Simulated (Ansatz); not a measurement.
# SrO: response to strain

Aim: deform SrO (equal xy, yz and zx engineering shear strains of +3 %) and compute stress, forces and field gradients with LAPW, PAW and all-electron datasets made for the crystal.

Computed with Ansatz 0.2.0 (DFT PBE, scalar-relativistic, unless a step's input says otherwise).

### Step 1. The system as given

Symmetry: Fm-3m, No. 225, cubic system. The conventional cell has a = 5.140 Å, b = 5.140 Å, c = 5.140 Å, α = 90.00°, β = 90.00°, γ = 90.00°. Around Sr (site symmetry m-3m) lie 6 O at 2.57 Å. O (site symmetry m-3m) is surrounded by 6 Sr at 2.57 Å.

Coordinates:

```cif
data_structure
_symmetry_space_group_name_H-M 'Fm-3m'
_symmetry_Int_Tables_number 225
_cell_length_a 5.1396
_cell_length_b 5.1396
_cell_length_c 5.1396
_cell_angle_alpha 90.000
_cell_angle_beta 90.000
_cell_angle_gamma 90.000
_cell_volume 135.77
loop_
_atom_site_label
_atom_site_type_symbol
_atom_site_symmetry_multiplicity
_atom_site_Wyckoff_symbol
_atom_site_fract_x
_atom_site_fract_y
_atom_site_fract_z
_atom_site_occupancy
Sr1 Sr 4 a 0.00000 0.00000 0.00000 1
O1 O 4 b 0.50000 0.00000 0.00000 1
```

The file gives the conventional cell by its symmetry; the runs use the cell typed in the input.

Atoms are numbered in the order of the input: Sr1, O2.

### Step 2. After the deformation

Space group Fm-3m before, R-3m after.

### Step 3. All-electron LAPW

input.yaml

```yaml
crystal:
  lattice:
    - [0.077094, 2.608347, 2.608347]
    - [2.608347, 0.077094, 2.608347]
    - [2.608347, 2.608347, 0.077094]
  atoms:
    - { symbol: Sr, position: [0.0, 0.0, 0.0] }
    - { symbol: O, position: [0.5, 0.5, 0.5] }
kpoints:
  mp_grid: { grid: [8, 8, 8] }
  band_path:
    path:
      - [0.0, 0.0, 0.0]
      - [0.5, 0.5, 0.5]
      - [0.2428775097, 0.5, 0.7571224903]
      - [-0.2428775097, 0.2428775097, 0.5]
      - [0.0, 0.0, 0.5]
      - [0.0, 0.0, 0.0]
      - [-0.3714387548, 0.0, 0.3714387548]
      - [0.0, 0.3714387548, 0.6285612452]
      - [0.0, 0.5, 0.5]
    npoints: 5
scf:
  occupations: { method: fermi_dirac, width: 0.02 }
hamiltonian:
  xc: pbe
  pseudopotentials: { kind: all_electron, lapw: { basis_error: 0.00025 } }
output:
  forces: true
  stress: true
  eigenvalues: true
```

Launch:

```bash
ansatz run input.yaml --threads 1 --pin off --max-ram 3072MiB --backend cpu --events-out ev --progress --plain --runs-dir out
```

### Step 4. PAW on the default files

input.yaml

```yaml
crystal:
  lattice:
    - [0.077094, 2.608347, 2.608347]
    - [2.608347, 0.077094, 2.608347]
    - [2.608347, 2.608347, 0.077094]
  atoms:
    - { symbol: Sr, position: [0.0, 0.0, 0.0] }
    - { symbol: O, position: [0.5, 0.5, 0.5] }
kpoints:
  mp_grid: { grid: [8, 8, 8] }
scf:
  occupations: { method: fermi_dirac, width: 0.02 }
hamiltonian:
  xc: pbe
  pseudopotentials: { kind: paw }
output:
  forces: true
  stress: true
  eigenvalues: true
  efg: { contact_densities: true }
  write_density: true
  write_potential: true
  elf: true
  volumetric_format: npy
```

### Step 5. Datasets made for this crystal

input.yaml: that of step 4 with these lines changed.

```diff
@@ -14,3 +14,3 @@
   xc: pbe
-  pseudopotentials: { kind: paw }
+  pseudopotentials: { kind: all_electron, datasets: crystal }
 output:
@@ -20,5 +20 @@
   efg: { contact_densities: true }
-  write_density: true
-  write_potential: true
-  elf: true
-  volumetric_format: npy
```

(Steps that only read results are left out.)

Q: Predict the outcome of this session. Wanted: pressure; largest shear or deviatoric stress.

**Answer**, as computed:

| quantity | value |
| --- | --- |
| pressure | LAPW 2.90, PAW 2.90, crystal datasets 2.90 GPa |
| largest shear or deviatoric stress (LAPW) | 1.75 GPa |

What this shows: The largest part of the stress beyond the pressure is 1.75 GPa in size; the atoms are carried along and not relaxed. No run of the undeformed cell stands beside it, so the pressure holds what the given cell had before the change. PAW: stress within 0.01 GPa of LAPW. Crystal datasets: stress within 0.01 GPa of LAPW.
